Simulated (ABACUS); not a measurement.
SnSe2:

```
CELL_PARAMETERS angstrom
3.81100 0.00000 0.00000
-1.90550 3.30042 0.00000
0.00000 0.00000 6.13600
ATOMIC_POSITIONS crystal
Sn 0.00000 0.00000 0.00000
Se 0.66667 0.33333 0.75100
Se 0.33333 0.66667 0.24900
```

| Item | Value |
| --- | --- |
| Program | ABACUS 3.10.1 |
| Task | single point |
| Functional | PBE |
| Potentials or basis | PseudoDojo NC SR 0.4.1 PBE standard |
| Cutoff | 1184 eV |
| Density cutoff | 4735 eV |
| Basis | plane waves |
| k mesh | 8 × 8 × 5 |
| Occupations | fermi-dirac, width 0.05 eV |
| Spin | no spin polarisation |

On this cell: pressure 5.7 GPa; largest force 0.819 eV/Å; band gap on the k mesh 0.79 eV, indirect (least direct gap 1.06 eV).

The same run follows on a disturbed copy (atoms moved at random, drawn with an rms of 0.05 Å):

```
CELL_PARAMETERS angstrom
3.81100 0.00000 0.00000
-1.90550 3.30042 0.00000
0.00000 0.00000 6.13600
ATOMIC_POSITIONS crystal
Sn 0.99693 0.99596 0.99812
Se 0.66899 0.34235 0.74947
Se 0.33318 0.66846 0.25317
```

Q: What changes?

A: The energy moves by -6.0 meV/atom; pressure 5.1 GPa; largest force 0.819 eV/Å; band gap on the k mesh 0.72 eV, indirect (least direct gap 1.06 eV).

Forces on the atoms (eV/Å):
```
Sn  -0.013  0.216  0.325
Se   0.017 -0.179 -0.799
Se  -0.004 -0.037  0.474
```

Stress tensor (GPa, compression positive):
```
 4.64  0.02 -0.05
 0.02  4.89  0.38
-0.05  0.38  5.65
```

Caveats: spin-orbit coupling is left out, which moves the levels of the heavy elements; an odd mesh through Γ misses points on the zone boundary, where band edges often lie; this functional lacks dispersion, which binds the layers, so the pressure and a relaxed spacing across them are unreliable (some runs).
